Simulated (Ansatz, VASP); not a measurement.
Two plane-wave programs on P

```
CELL_PARAMETERS angstrom
3.34419 0.00000 0.00000
-1.67209 2.89615 0.00000
0.00000 0.00000 3.28186
ATOMIC_POSITIONS crystal
P 0.33333 0.66667 0.25000
P 0.66667 0.33333 0.75000
```

Alike in both runs: task single point; functional revPBE; k mesh 12 × 12 × 11; occupations fermi-dirac, width 0.1 eV; no spin polarisation.

```csv
,VASP,Ansatz
version,VASP 6.6.1,Ansatz 0.2.0
potentials or method,"VASP PAW PBE potentials, release 64 (P)","plane waves (420 eV) with PAW, scalar-relativistic"
plane-wave cutoff (eV),520,420
valence electrons in the cell,10,10
```

```csv
,VASP,Ansatz,Ansatz less VASP
pressure (GPa),-3.4,-3.0,+0.40
largest component of the traceless stress (GPa),1.22,1.14,-0.073
```

Caveats: the PAW data sets were made with another functional, which shifts forces and pressure a little (VASP).
